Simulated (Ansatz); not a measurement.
# ZnS: equation of state with r2SCAN+D3(BJ)

**What was measured.**

“Electronic, vibrational, and thermodynamic properties of ZnS (zincblende and rocksalt structure)”, 2009, arxiv:0911.5022 quotes, for a bulk crystal of ZnS: bulk modulus 76.9 GPa.

Crystal: ZnS.

```xyz
2
Lattice="0.0000 2.7020 2.7020 2.7020 0.0000 2.7020 2.7020 2.7020 0.0000" Properties=species:S:1:pos:R:3 pbc="T T T"
Zn    4.0530    4.0530    4.0530
S     0.0000    0.0000    0.0000
```

```
Program             : Ansatz 0.2.0
Task                : equation of state
Functional          : r2SCAN
Dispersion          : D3(BJ)
Potentials or basis : Ansatz PAW
Cutoff              : 500 eV
Density cutoff      : 2000 eV
k mesh              : 9 × 9 × 9
Occupations         : fermi-dirac, width 0.05 eV
Spin                : no spin polarisation
```

```
Equilibrium volume                      : 19.27 Å³/atom
Bulk modulus                            : 82 GPa
Pressure derivative of the bulk modulus : 4.4
```

Energy against volume, from the lowest point:
| volume (Å³/atom) | energy (meV/atom) |
| --- | --- |
| 18.543 | 7.34 |
| 18.938 | 1.42 |
| 19.332 | 0.00 |
| 19.727 | 2.62 |
| 20.121 | 8.87 |
| 20.516 | 18.37 |
| 20.910 | 30.77 |

All runs of the series together: 16 s on 2 threads of Intel(R) Xeon(R) Platinum 8488C (Sapphire Rapids), with other jobs on the host.

Measured bulk modulus of ZnS: 76.9 GPa (quoted in “Electronic, vibrational, and thermodynamic properties of ZnS (zincblende and rocksalt structure)”, 2009, arxiv:0911.5022). This calculation gives 82 GPa (+6.0 %). The fit is for a static lattice scaled at fixed shape and fixed fractional positions.

Caveat: the PAW data sets were made with another functional, which shifts forces and pressure a little.
